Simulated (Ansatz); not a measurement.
The cell is TiO2 on the sites of polar orthorhombic HfO2 (relaxed group Pbcn); cell and atoms were relaxed with r2SCAN. Space group Pbcn (No. 60), orthorhombic; conventional cell a = 4.546 Å, b = 5.513 Å, c = 4.894 Å, 10.22 Å³ an atom. Around Ti lie 6 O at 1.87–2.10 Å; around O lie 3 Ti at 1.87–2.10 Å.

```
CELL_PARAMETERS angstrom
5.51334 0.00000 0.00000
0.00000 4.54558 0.00000
0.00000 0.00000 4.89360
ATOMIC_POSITIONS crystal
Ti 0.07419 0.25000 0.20433
Ti 0.42581 0.25000 0.70433
Ti 0.57419 0.75000 0.20433
Ti 0.92581 0.75000 0.70433
O 0.36816 0.02112 0.37351
O 0.13184 0.02112 0.87351
O 0.63184 0.52112 0.53516
O 0.86816 0.52112 0.03516
O 0.36816 0.47888 0.03516
O 0.13184 0.47888 0.53516
O 0.86816 0.97888 0.37351
O 0.63184 0.97888 0.87351
```

4 runs of the plane-wave code Ansatz on this cell differ in the functional (and in the settings that go with it). Levels are in eV from each run's valence top; v1 is the last filled band, c1 the first empty one.

Run A, mean stress +5.3 GPa (compression positive):
```
point     v5     v3     v1    c1    c2    c3
    Γ  -0.55  -0.42   0.00  2.73  2.73  2.86
    X  -1.27  -0.50  -0.25  3.17  3.17  3.30
    S  -1.03  -0.53  -0.36  3.04  3.04  3.04
    Y  -1.28  -1.20  -0.13  2.83  2.83  3.26
    Z  -1.05  -0.42  -0.29  2.67  2.67  3.10
    U  -1.27  -0.50  -0.50  3.03  3.03  3.03
```

Run B, mean stress -3.0 GPa (compression positive):
```
point     v5     v3     v1    c1    c2    c3
    Γ  -0.60  -0.43   0.00  5.01  5.01  5.18
    X  -1.40  -0.57  -0.27  5.51  5.51  5.70
    S  -1.15  -0.56  -0.42  5.37  5.37  5.41
    Y  -1.41  -1.36  -0.16  5.13  5.13  5.61
    Z  -1.16  -0.44  -0.37  4.95  4.95  5.48
    U  -1.39  -0.58  -0.58  5.35  5.35  5.35
```

Run C, mean stress 0.0 GPa (compression positive):
```
point     v5     v3     v1    c1    c2    c3
    Γ  -0.55  -0.44   0.00  3.08  3.10  3.23
    X  -1.31  -0.49  -0.25  3.54  3.54  3.67
    S  -1.08  -0.54  -0.36  3.41  3.41  3.41
    Y  -1.29  -1.23  -0.13  3.19  3.19  3.62
    Z  -1.07  -0.41  -0.29  3.05  3.05  3.47
    U  -1.29  -0.51  -0.51  3.39  3.39  3.39
```

Run D, mean stress -2.9 GPa (compression positive):
```
point     v5     v3     v1    c1    c2    c3
    Γ  -0.59  -0.43   0.00  4.26  4.27  4.43
    X  -1.38  -0.56  -0.27  4.75  4.75  4.94
    S  -1.15  -0.56  -0.41  4.62  4.62  4.65
    Y  -1.39  -1.34  -0.16  4.37  4.37  4.85
    Z  -1.15  -0.43  -0.36  4.20  4.20  4.72
    U  -1.38  -0.57  -0.57  4.60  4.60  4.60
```

Question: Match the runs to PBE, r2SCAN, HSE06, PBE0.

Answer: A is PBE, B is PBE0, C is r2SCAN, D is HSE06. In order of the gap: PBE 2.67, r2SCAN 3.05, HSE06 4.20, PBE0 4.95 eV. The stress vanishes for r2SCAN, which relaxed the cell.

The cell comes from a prototype generator: it can be a known phase or a hypothetical one. Spin polarisation is off.

The program warns that its thresholds are loose for a hybrid's stress.

The meshes of the hybrids are coarse, so their gaps aren't converged to the digits shown.
